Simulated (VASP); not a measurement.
A run of VASP 6.6.1 is set up as follows.

POSCAR

```
AgCl
1.0
    3.4339700000      0.0000000000      0.0000000000
    0.0000000000      3.4339700000      0.0000000000
    0.0000000000      0.0000000000      3.4339700000
Ag Cl
1 1
Direct
    0.0000000000      0.0000000000      0.0000000000
    0.5000000000      0.5000000000      0.5000000000
```

File INCAR.step1:

```
SYSTEM = AgCl
PREC = Accurate
ENCUT = 520
EDIFF = 1E-5
ISMEAR = 1
SIGMA = 0.1
LREAL = .FALSE.
LASPH = .TRUE.
NELM = 100
ALGO = Normal
ISIF = 2
LWAVE = .TRUE.
LCHARG = .FALSE.
NBANDS = 16
GGA = PE
```

The input INCAR.step2:

```
SYSTEM = AgCl
PREC = Accurate
ENCUT = 520
EDIFF = 1E-6
ISMEAR = 1
SIGMA = 0.1
LREAL = .FALSE.
LASPH = .TRUE.
NELM = 100
ALGO = Normal
ISIF = 2
LWAVE = .FALSE.
LCHARG = .FALSE.
GGA = PE
LHFCALC = .TRUE.
HFSCREEN = 0.2079
PRECFOCK = Normal
NBANDS = 16
ISTART = 1
```

Contents of KPOINTS:

```
regular mesh
0
G
  4 4 4
  0 0 0
```

Potentials or basis: VASP PAW PBE potentials, release 64 (Ag, Cl).

Launch:

```bash
$ cat potpaw_PBE.64/Ag/POTCAR potpaw_PBE.64/Cl/POTCAR > POTCAR
$ cp INCAR.step1 INCAR
$ mpirun -np 1 vasp_std > vasp.out
$ cp INCAR.step2 INCAR
$ mpirun -np 1 vasp_std > vasp.out
```

Q: What does it give for the band gap on the k mesh?

A: 1.99 eV, indirect (least direct gap 3.44 eV).

Q: Predict the pressure.

A: -0.4 GPa.

Caveat: the k mesh is coarse (spacing up to 0.46 Å⁻¹), so the values aren't converged, least of all with exact exchange; the PAW data sets were made with another functional, which shifts forces and pressure a little. A k mesh can miss the band edges.
